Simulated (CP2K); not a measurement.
In:

```xyz
1
Lattice="3.2606 0.0000 0.0000 -1.0869 3.0742 0.0000 -1.0869 -1.5371 2.6623" Properties=species:S:1:pos:R:3 pbc="T T T"
In    0.0000    0.0000    0.0000
```

This isn't the form of In at room conditions, which is tetragonal.

Base run:

| Property | Result |
| --- | --- |
| Program | CP2K 2026.2 |
| Functional | PBEsol |
| Dispersion | D4 |
| Potentials or basis | POTENTIAL_UZH In GTH-PBE-q13; TZVP-MOLOPT-PBE-GTH basis |
| Density cutoff | 6123 eV |
| k mesh | 10 × 10 × 10 |
| Occupations | fermi-dirac, width 0.05 eV |
| Spin | no spin polarisation |

Its results: band gap on the k mesh none (metal or under the smearing width); pressure -2.2 GPa.

Problem. After a change of settings the same cell gave: band gap on the k mesh none (metal or under the smearing width); pressure -3.2 GPa. Which change was it?
A. dispersion from D4 to D3(BJ)
B. dispersion from D4 to none
C. dispersion from D4 to rVV10
D. dispersion from D4 to D3

Solution. A.

Caveats: the potentials were made for another functional, which shifts forces and pressure; the basis of atomic orbitals isn't converged, which shifts pressures, moduli and gaps; pairwise dispersion overbinds metals, which lowers pressure and volume.
